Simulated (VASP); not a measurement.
Wanted: the native input for a VASP 6.6.1 run.

```
Task                   : relaxation of cell and atoms
Functional             : PBE
Potentials or basis    : VASP PAW PBE potentials, release 64 (V_sv)
Cutoff                 : 600 eV
k mesh                 : 9 × 9 × 2
Occupations            : gaussian, width 0.1 eV
Spin                   : no spin polarisation
Dipole correction      : no
Further INCAR settings : ALGO = Fast; EDIFF = 1e-06; IBRION = 2; EDIFFG = -0.04; NSW = 90; ISIF = 3
```

The structure of V lies in POSCAR:

```
V
1.0
    2.7835422753      0.0000000000      0.0000000000
   -1.3917711376      2.4106183229      0.0000000000
    0.0000000000      0.0000000000      8.3180112827
V
4
Direct
    0.3333333333      0.6666666667      0.3810411061
    0.6666666667      0.3333333333      0.8810411061
    0.6666666667      0.3333333333      0.6189588939
    0.3333333333      0.6666666667      0.1189588939
```

The cell was built by a generator and needn't be a form met in nature.

The input as run:

INCAR

```
PREC = Accurate ; ENCUT = 600
EDIFF = 1E-6 ; ISMEAR = 0
SIGMA = 0.1 ; LREAL = F
LASPH = T ; NELM = 100
ALGO = Fast ; ISIF = 3
LWAVE = F ; LCHARG = F
GGA = PE ; IBRION = 2
NSW = 90 ; EDIFFG = -0.04
```

KPOINTS

```
Automatic mesh
0
Gamma
  9 9 2
```

Potentials or basis: VASP PAW PBE potentials, release 64 (V_sv).

The run is started by

```sh
$ cat potpaw_PBE.64/V_sv/POTCAR > POTCAR
$ mpirun -np 1 vasp_std > vasp.out
```

It gave:

- Relaxed volume: 14.02 Å³/atom
- Relaxed cell: a = 2.818 Å, b = 2.818 Å, c = 8.152 Å, α = 90.00°, β = 90.00°, γ = 120.00°
- Space group after relaxing (to 0.05 Å): P6_3/mmc (No. 194)
- Energy gained by relaxing: 8.3 meV/atom
- Ionic steps: 6
- Pressure after relaxing: 0.0 GPa
- Largest force after relaxing: 0.036 eV/Å
- Band gap on the k mesh: none (metal or under the smearing width)

Caveat: the k mesh is coarse (spacing up to 0.38 Å⁻¹), so the values aren't converged.

It took 100 s on 1 thread of Intel(R) Xeon(R) 6975P-C (Granite Rapids), on a shared host, peak memory 0.21 GiB.
